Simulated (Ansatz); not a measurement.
# GaPH3: the cost of one run

Program: Ansatz 0.2.0. Level of theory: DFT PBE, scalar-relativistic, plane waves, PAW. These are calculated values, not measurements.

1 further run of the same task is left out (set aside as unsound or not needed).

**1. Starting point**

The structure is cubic, space group F-43m (No. 216). Conventional cell: a = 5.505 Å, b = 5.505 Å, c = 5.505 Å, α = 90.00°, β = 90.00°, γ = 90.00°. Around Ga (site symmetry -43m) lie 4 P at 2.38 Å. P (site symmetry -43m) has 4 Ga at 2.38 Å as nearest neighbours.

Structure file:

```
CELL_PARAMETERS angstrom
0.00000 2.75254 2.75254
2.75254 0.00000 2.75254
2.75254 2.75254 0.00000
ATOMIC_POSITIONS crystal
Ga 0.00000 0.00000 0.00000
P 0.25000 0.25000 0.25000
```

It is the result of an earlier relaxation at this level (volume 20.85 Å³/atom; gap on the mesh: 1.58 eV).

**2. Building the [110] wire, 4 host atoms a period with H caps**

The wire is cut from the relaxed crystal, periodic along c with vacuum across. Atoms and period relax; energies count from the bulk, -2269.7787 eV an atom. Each H cap counts from half an H2 molecule (-15.872 eV in a separate run).

The cell holds 2 Ga, 2 P, 6 H: a = 13.500 Å, b = 15.200 Å, c = 3.893 Å, α = 90.00°, β = 90.00°, γ = 90.00°.

**3. Relaxing it**

Pressure and volume refer to the whole cell with its vacuum; only the period along c may change.

input.yaml

```yaml
crystal:
  lattice:
    - [13.5, 0.0, 0.0]
    - [0.0, 15.2, 0.0]
    - [0.0, 0.0, 3.8926748904]
  atoms:
    - { symbol: Ga, position: [0.572086572, 0.5481207548, 0.0] }
    - { symbol: P, position: [0.572086572, 0.6386647289, 0.5] }
    - { symbol: Ga, position: [0.427913428, 0.3670328067, 0.5] }
    - { symbol: P, position: [0.427913428, 0.4575767807, 0.0] }
    - { symbol: H, position: [0.6670421003, 0.4884865494, 0.0] }
    - { symbol: H, position: [0.486203228, 0.6926013988, 0.5] }
    - { symbol: H, position: [0.6579699161, 0.6926013988, 0.5] }
    - { symbol: H, position: [0.5228689563, 0.3073986012, 0.5] }
    - { symbol: H, position: [0.3329578997, 0.3073986012, 0.5] }
    - { symbol: H, position: [0.3420300839, 0.5115134506, 0.0] }
basis:
  ecutwfc: 420
kpoints:
  mp_grid: { grid: [1, 1, 9] }
hamiltonian:
  xc: pbe
scf:
  occupations: { method: gaussian, width: 0.05 }
output:
  forces: true
  stress: true
  eigenvalues: true
  populations: true
  write_density: true
  write_potential: true
  elf: true
  volumetric_format: npy
relax:
  adjacent_minimum: "off"
  f_tol: 0.02
  max_steps: 45
  cell: { fix: [a, b, alpha, beta, gamma], stress_tol: 0.03 }
```

Launch:

```bash
$ ansatz run input.yaml --threads 4 --pin off --max-ram 11264MiB --backend cpu --events-out ev --progress --plain --runs-dir out
```

Q: Estimate wall time and peak memory on 4 threads of Arm Neoverse V2, shared host.

About 49 s, with a peak of 1.1 GiB.
